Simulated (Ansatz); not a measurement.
# GaN (F-43m) in Ansatz: further runs

Runs on GaN. Level: BHLYP. Tasks: band structure, single point, equation of state.

All numbers are computed with Ansatz 0.2.0; they aren't measurements. Logs are shortened: lines on timing, memory, paths and dates and some standing lists are left out, and cuts for length are marked.

**Experimental background.**

From a printed reference work, textbook, for a bulk crystal of GaN at 0 K: band gap 3.299 eV (direct).

How close the calculation comes is told below.

## Step 1: Starting point

The structure is cubic, space group F-43m (No. 216). Conventional cell: a = 4.507 Å, b = 4.507 Å, c = 4.507 Å, α = 90.00°, β = 90.00°, γ = 90.00°. Around Ga (site symmetry -43m) lie 4 N at 1.95 Å. N (site symmetry -43m) has 4 Ga at 1.95 Å as nearest neighbours.

The cell is a database's computed one.

## Step 2: Band structure, BHLYP

Contents of input.yaml:

```yaml
crystal:
  lattice:
    - [0.0, 2.2535006075, 2.2535006075]
    - [2.2535006075, 0.0, 2.2535006075]
    - [2.2535006075, 2.2535006075, 0.0]
  atoms:
    - { symbol: Ga, position: [0.0, 0.0, 0.0] }
    - { symbol: "N", position: [0.25, 0.25, 0.25] }
hamiltonian:
  xc: { name: BHLYP }
  pseudopotentials: { kind: paw }
kpoints:
  mp_grid: { grid: [6, 6, 6] }
  band_path:
    path:
      - [[0.0, 0.0, 0.0], [0.5, 0.0, 0.5], [0.5, 0.25, 0.75], [0.375, 0.375, 0.75], [0.0, 0.0, 0.0], [0.5, 0.5, 0.5], [0.625, 0.25, 0.625], [0.5, 0.25, 0.75], [0.5, 0.5, 0.5], [0.375, 0.375, 0.75]]
      - [[0.625, 0.25, 0.625], [0.5, 0.0, 0.5]]
    npoints: 4
scf:
  occupations: { method: fermi_dirac, width: 0.05 }
  n_extra_bands: 6
output:
  forces: true
  stress: true
  eigenvalues: true
  fatbands: false
  write_density: true
  write_potential: true
  elf: true
  volumetric_format: npy
```

Potentials or basis: Ansatz PAW.

Command:

```bash
$ ansatz run input.yaml --threads 2 --pin off --max-ram 5632MiB --backend cpu --events-out ev --progress --plain --runs-dir out
```

Standard output:

```text
Warning: output.stress: scf.convergence.dr2_threshold = 1e-7 eV (the SCF's general default) is looser than the 2e-10 eV advised for a printed stress (1e-10 eV for each atom of the cell: 2). What an SCF threshold leaves in a stress goes as its square root, and in the free energy as the threshold itself, and one threshold admits the most on a small cell: of the crystals measured, under no hybrid functional and no lock of the moments, on runs that ended without the residual-converged pass, on stresses that held no estimate of that error, the worst erred by over 100 MPa in a component at 1e-7 eV an atom and by under 5 at 1e-10. Set scf.convergence.dr2_threshold to 2e-10 eV or tighter. The threshold is an SCF's pass mark: one that does not reach it within its budget of iterations ends unconverged, or closes short of it on a stop that the run arms, and scf.convergence.dr2_threshold's page says what that costs each kind of run
Warning: output.stress: scf.exx.energy_threshold = 1e-6 eV is looser than the 2e-8 eV advised for a stress under a hybrid functional (1e-8 eV for each atom of the cell: 2). Every SCF of the exchange loop can meet its threshold on dr2 while the loop round them stops early: no threshold on dr2 bounds what that leaves in the stress. Set scf.exx.energy_threshold to 2e-8 eV or tighter. The threshold is the loop's pass mark: a loop that does not reach it within its budget of cycles ends unconverged, and scf.exx.energy_threshold's page has the law
Warning: RAYON_NUM_THREADS=2 ignored (pool sized by the plan → 2); use --threads N
scf.n_extra_bands = 6 over 9 filled bands (N_el = 18.0): the run solves 15 bands
Engine: ansatz 0.2.0, aarch64-unknown-linux-gnu
Pseudopotentials: kind: paw
Pseudopotential: Ga, paw, valence charge 13, recommended cutoff 420 eV (normal), Ga.paw.azcp
Pseudopotential: N, paw, valence charge 5, recommended cutoff 420 eV (normal), N.paw.azcp
Functional definition: BHLYP
  parameter a = 0.5
  exchange = (1 - a)*b88_x + a*exact_x
  correlation = lyp_c
Crystal: 2 atoms, lattice volume = 22.888 Å³
Basis set: ecut = 420 eV, 459 PW (Γ), exchange–correlation on 48×48×48 points (8 copies of the dense FFT grid, shifted against one another)
Bands: 15, of which v1, the nominal top of the filled ones, is band 9 counted from 1 (8 counted from 0)
Symmetry: 24 space group operations
Space group: F-43m (ITA 216), of the structure as read, at distance tolerance 2.8e-5 Å
k-points: 16 of 216 (time reversal used)
Non-local potential: Ga, projectors of the file, l = 0: 2, l = 1: 2, l = 2: 3, l = 3: 1
Non-local potential: N, projectors of the file, l = 0: 2, l = 1: 2, l = 2: 1
PAW form: soft (Blöchl's): semilocal exchange-correlation on the pseudo side does not see the compensation charge
PAW frozen core: Ga, regenerated for the run's functional, and the local potential with it (the file was generated under x = pbe(κ = 0.804, μ = 0.2195149727645171), c = pbe(β = 0.06672455060314922))
PAW frozen core: N, regenerated for the run's functional, and the local potential with it (the file was generated under x = pbe(κ = 0.804, μ = 0.2195149727645171), c = pbe(β = 0.06672455060314922))
PAW one-centre angular grid: Ga, 590 points (default); XC on 64 Gauss nodes
PAW one-centre angular grid: N, 110 points (default); XC on 64 Gauss nodes
Initial density: superposition of atomic densities (neutral atoms: chi_scale 0, normalization atom), corrected by the library's trained network
Initial wavefunctions: pseudopotential atomic-orbital guess
Functional: x = b88, c = lyp, warm-up for x = 0.5 b88 + 0.5 exact, c = lyp
SCF iter   1: F=—  HF=-4179.062426 eV  |F-HF|=—  |Δ(HF+E_count)|=         —  Δρ=1.76e-2  dr2=6.17e-2  ethr=1.77e-3  ⟨swp⟩=9.2  Hψ=1128  notcnv=0
preconditioner: auto → none  [insulator: Δε(μ)=1.936 eV  Ē_g=21.731 eV  σ=0.050 eV  W_gap=1.00  n_scr=8 (ndim 8)  ℏωp=32.9 eV  f_vac=0.001  D(μ)=0.00/eV (n_scr^D=0)]
SCF iter   2: F=—  HF=-4179.046435 eV  |F-HF|=—  |Δ(HF+E_count)|=   1.60e-2  Δρ=5.99e-3  dr2=7.75e-3  ethr=3.43e-4  ⟨swp⟩=3.1  Hψ=508  notcnv=0  defer=4
iter 3 solved again at ethr=1.75e-7 eV; its pass at ethr=4.31e-5 eV (dr2=3.16e-5 eV) is discarded
SCF iter   3: F=-4179.044518 eV  HF=-4179.044500 eV  |F-HF|=1.83e-5  |Δ(HF+E_count)|=   1.94e-3  Δρ=6.53e-4  dr2=3.27e-5  ethr=1.75e-7  ⟨swp⟩=3.8  Hψ=1012  notcnv=0  defer=1
SCF 1 stopped early in 3 iterations: F = -4179.044518 eV  dr2 = 3.27e-5
Initial density: handed on by an earlier stage of this run
Initial wavefunctions: those handed on with the density
Functional: x = 0.5 b88 + 0.5 exact, c = lyp
Frozen-core exchange: fock
SCF iter   1: F=—  HF=-4175.028159 eV  |F-HF|=—  |Δ(HF+E_count)|=         —  Δρ=2.84e-2  dr2=7.21e-2  ethr=1.81e-6  ⟨swp⟩=6.1  Hψ=1203  notcnv=0
preconditioner: auto → none  [insulator: Δε(μ)=5.597 eV  Ē_g=29.823 eV  σ=0.050 eV  W_gap=1.00  n_scr=8 (ndim 8)  ℏωp=32.9 eV  f_vac=0.004  D(μ)=0.00/eV (n_scr^D=0)]
SCF iter   2: F=—  HF=-4174.988897 eV  |F-HF|=—  |Δ(HF+E_count)|=   3.93e-2  Δρ=7.95e-3  dr2=1.99e-2  ethr=1.81e-6  ⟨swp⟩=4.0  Hψ=808  notcnv=0
SCF iter   3: F=—  HF=-4175.052562 eV  |F-HF|=—  |Δ(HF+E_count)|=   6.37e-2  Δρ=9.46e-3  dr2=9.88e-3  ethr=1.81e-6  ⟨swp⟩=4.1  Hψ=843  notcnv=0
SCF iter   4: F=—  HF=-4175.049897 eV  |F-HF|=—  |Δ(HF+E_count)|=   2.67e-3  Δρ=2.78e-3  dr2=1.28e-3  ethr=1.81e-6  ⟨swp⟩=4.0  Hψ=641  notcnv=0
SCF iter   5: F=—  HF=-4175.052727 eV  |F-HF|=—  |Δ(HF+E_count)|=   2.83e-3  Δρ=1.92e-3  dr2=5.05e-4  ethr=1.81e-6  ⟨swp⟩=4.1  Hψ=629  notcnv=0
SCF iter   6: F=-4175.052553 eV  HF=-4175.052554 eV  |F-HF|=1.03e-6  |Δ(HF+E_count)|=   1.73e-4  Δρ=1.10e-4  dr2=6.46e-5  ethr=1.81e-6  ⟨swp⟩=3.0  Hψ=476  notcnv=0
SCF 2 stopped early in 6 iterations: F = -4175.052553 eV  dr2 = 6.46e-5
hybrid outer 1: dexx = +7.969e-2 eV, tail = 5.15e-4 eV
Frozen-core exchange: fock
SCF iter   1: F=—  HF=-4175.050903 eV  |F-HF|=—  |Δ(HF+E_count)|=         —  Δρ=2.70e-4  dr2=2.26e-5  ethr=1.43e-5  ⟨swp⟩=3.6  Hψ=555  notcnv=0
preconditioner: auto → none  [insulator: Δε(μ)=5.896 eV  Ē_g=29.554 eV  σ=0.050 eV  W_gap=1.00  n_scr=8 (ndim 8)  ℏωp=32.9 eV  f_vac=0.006  D(μ)=0.00/eV (n_scr^D=0)]
SCF iter   2: F=—  HF=-4175.050905 eV  |F-HF|=—  |Δ(HF+E_count)|=   2.23e-6  Δρ=5.13e-5  dr2=3.91e-6  ethr=9.30e-8  ⟨swp⟩=4.0  Hψ=567  notcnv=0
SCF iter   3: F=—  HF=-4175.050915 eV  |F-HF|=—  |Δ(HF+E_count)|=   9.71e-6  Δρ=6.10e-5  dr2=1.23e-6  ethr=1.03e-9  ⟨swp⟩=4.1  Hψ=760  notcnv=0  defer=2
SCF iter   4: F=—  HF=-4175.050915 eV  |F-HF|=—  |Δ(HF+E_count)|=   5.33e-8  Δρ=2.54e-5  dr2=1.82e-7  ethr=1.03e-9  ⟨swp⟩=3.3  Hψ=547  notcnv=0  defer=3
SCF iter   5: F=—  HF=-4175.050915 eV  |F-HF|=—  |Δ(HF+E_count)|=   1.59e-8  Δρ=9.28e-6  dr2=2.49e-8  ethr=9.87e-10  ⟨swp⟩=3.2  Hψ=447  notcnv=0  defer=3
SCF iter   6: F=-4175.050915 eV  HF=-4175.050915 eV  |F-HF|=1.09e-9  |Δ(HF+E_count)|=   1.01e-9  Δρ=3.23e-6  dr2=1.53e-9  ethr=6.23e-11  ⟨swp⟩=3.5  Hψ=633  notcnv=0  defer=3
SCF 3 converged in 6 iterations: F = -4175.050915 eV  dr2 = 1.53e-9
  Residual-converged pass: ⟨swp⟩=2.1  Hψ=386  notcnv=0  max |occ|·‖R‖ = 2.2e-6 eV (tolerance 2.4e-6 eV)  dr2=1.54e-9  dr2_onsite=3.13e-10  max |Δocc| = 0.0e0
hybrid outer 2: dexx = +1.308e-5 eV, tail = 7.92e-7 eV, Δε = 1.20e-2 eV (about 7.09e-4 eV left of the loop's levels)
Frozen-core exchange: fock
SCF iter   1: F=—  HF=-4175.050916 eV  |F-HF|=—  |Δ(HF+E_count)|=         —  Δρ=1.83e-5  dr2=3.24e-8  ethr=2.20e-8  ⟨swp⟩=4.6  Hψ=552  notcnv=0
preconditioner: auto → none  [insulator: Δε(μ)=5.899 eV  Ē_g=29.549 eV  σ=0.050 eV  W_gap=1.00  n_scr=8 (ndim 8)  ℏωp=32.9 eV  f_vac=0.006  D(μ)=0.00/eV (n_scr^D=0)]
SCF iter   2: F=-4175.050916 eV  HF=-4175.050916 eV  |F-HF|=4.76e-9  |Δ(HF+E_count)|=   2.76e-9  Δρ=9.75e-6  dr2=9.87e-9  ethr=1.55e-10  ⟨swp⟩=4.1  Hψ=620  notcnv=0  defer=2
SCF 4 converged in 2 iterations: F = -4175.050916 eV  dr2 = 9.87e-9
  Residual-converged pass: ⟨swp⟩=2.2  Hψ=388  notcnv=0  max |occ|·‖R‖ = 2.1e-6 eV (tolerance 2.4e-6 eV)  dr2=9.87e-9  dr2_onsite=2.70e-9  max |Δocc| = 0.0e0
hybrid outer 3: dexx = +2.503e-8 eV, tail = 2.59e-8 eV, Δε = 4.35e-4 eV (about 1.52e-4 eV left of the loop's levels), ΔF = 5.55e-17 eV/Å (tail 1.04e-3)
NSCF: frozen V_eff on 42 k-points
hybrid SCF converged: 3 outer / 14 inner (+3 warm-up), last move |dexx| = 2.50e-8 eV, tail = 2.59e-8 eV
Stability not checked: this state was not tested for a lower state beside it, because the functional holds exact exchange (a hybrid, or Hartree-Fock), whose exchange loop this test does not read (fock_operator; see scf.lower_state_search)
Free energy (F): -4175.050916 eV
Frozen-core exchange: fock
Harris-Foulkes:  -4175.050916 eV  (|F-HF|=4.76e-9)
Internal energy: -4175.050916 eV  (E = F + TS)
E sigma→0 (E₀):  -4175.050916 eV
Fermi energy:    10.525900 eV
--- Per-component energies (eV) ---
  E_band       = -97.610518
  E_kinetic    = 247.466047
  E_local      = -1955.547907  (includes V_loc(G=0)·N_el)
  E_nonlocal   = 472.513000
  E_hartree    = 908.470524
  E_xc         = -67.631546
  E_vxc        = -69.916667  (∫ρ·V_xc dr)
  E_exx        = -139.644501  (= α·E_x^exact, valence–valence)
  E_paw        = -2053.323595  (= ΣΔE_a)
  E_vpaw       = -329.773886  (= ΣTr[D̂ρ^β])
  E_aug_tail   = 0.000124  (compensation charges beyond the density's cutoff)
  E_ewald      = -1587.434954
  E_core_change = 0.081892  (= ΣΔE_core)
  E_smearing   = -0.000000  (= −TS)
  E_closure    = 0.000000  (closes the sum)
  Σ components = -4175.050916   (vs F -4175.050916, Δ=-9.09e-13)
--- Forces (eV/Å), atoms counted from 1 ---
  atom   1  Ga     0.00000000    -0.00000000     0.00000000
  atom   2  N     -0.00000000     0.00000000     0.00000000
  max |Σ_I F_I| component: 1.11e-16 eV/Å
--- Stress (GPa, compression-positive) ---
       -2.159190      -0.000000      -0.000000
        0.000000      -2.159190       0.000000
        0.000000       0.000000      -2.159190
  P = ⅓ Tr σ = -2.1592 GPa (-21.592 kbar)
--- Band table (eV; the first three rows and the last of 16) ---
  k-point 0: bands = ["-11.3353", "-10.5371", "-10.5371", "-10.5371", "-10.2266", "-10.2266", "7.5486", "7.5486", "7.5486", "13.4477", "22.6940", "22.6940", "22.6940", "30.4627", "31.4552"]
  k-point 1: bands = ["-11.3066", "-10.5074", "-10.5074", "-10.2284", "-10.2284", "-10.0970", "5.0691", "7.2360", "7.2360", "15.1538", "21.6645", "23.1159", "23.1159", "29.3162", "29.3162"]
  k-point 2: bands = ["-11.3585", "-10.4642", "-10.4642", "-10.2143", "-10.2143", "-8.8004", "1.4160", "6.6807", "6.6807", "16.5218", "21.2023", "23.0147", "23.0147", "28.2401", "30.3350"]
  k-point 15: bands = ["-11.3912", "-10.3749", "-10.3631", "-10.2645", "-10.1960", "-6.9537", "0.9367", "3.5975", "3.7494", "17.1019", "20.4496", "23.9737", "24.0874", "27.9789", "33.4638"]
```

Run time: 87 s. Hardware: 2 threads of Arm Neoverse V2, shared host; peak memory 0.76 GiB.

Results:

* Free energy: -4175.0509 eV
* Pressure: -2.2 GPa
* Band gap on the k mesh: 5.90 eV, direct
* Band gap along the path: 5.90 eV, direct

Levels at the corners of the path, in eV from the valence-band top:
| point | band 7 | band 8 | band 9 | band 10 | band 11 | band 12 |
| --- | --- | --- | --- | --- | --- | --- |
| Γ | 0.00 | 0.00 | 0.00 | 5.90 | 15.15 | 15.15 |
| X | -7.02 | -3.08 | -3.08 | 7.40 | 11.25 | 17.15 |
| W | -6.42 | -4.29 | -4.01 | 10.61 | 13.68 | 15.26 |
| K | -6.63 | -4.83 | -2.48 | 9.24 | 12.88 | 16.31 |
| Γ | 0.00 | 0.00 | 0.00 | 5.90 | 15.15 | 15.15 |
| L | -7.99 | -1.11 | -1.11 | 9.14 | 13.85 | 15.11 |
| U | -6.63 | -4.83 | -2.48 | 9.24 | 12.88 | 16.31 |
| W | -6.42 | -4.29 | -4.01 | 10.61 | 13.68 | 15.26 |
| L | -7.99 | -1.11 | -1.11 | 9.14 | 13.85 | 15.11 |
| K | -6.63 | -4.83 | -2.48 | 9.24 | 12.88 | 16.31 |
| U | -6.63 | -4.83 | -2.48 | 9.24 | 12.88 | 16.31 |
| X | -7.02 | -3.08 | -3.08 | 7.40 | 11.25 | 17.15 |

Caveat: the pressure holds a Pulay correction of +0.5 GPa for the finite cutoff; the PAW data sets come from PBE, with cores solved anew for the run's functional, which leaves a small shift of forces and pressure; the thresholds are loose for stress.

[end of part 1 of 2]
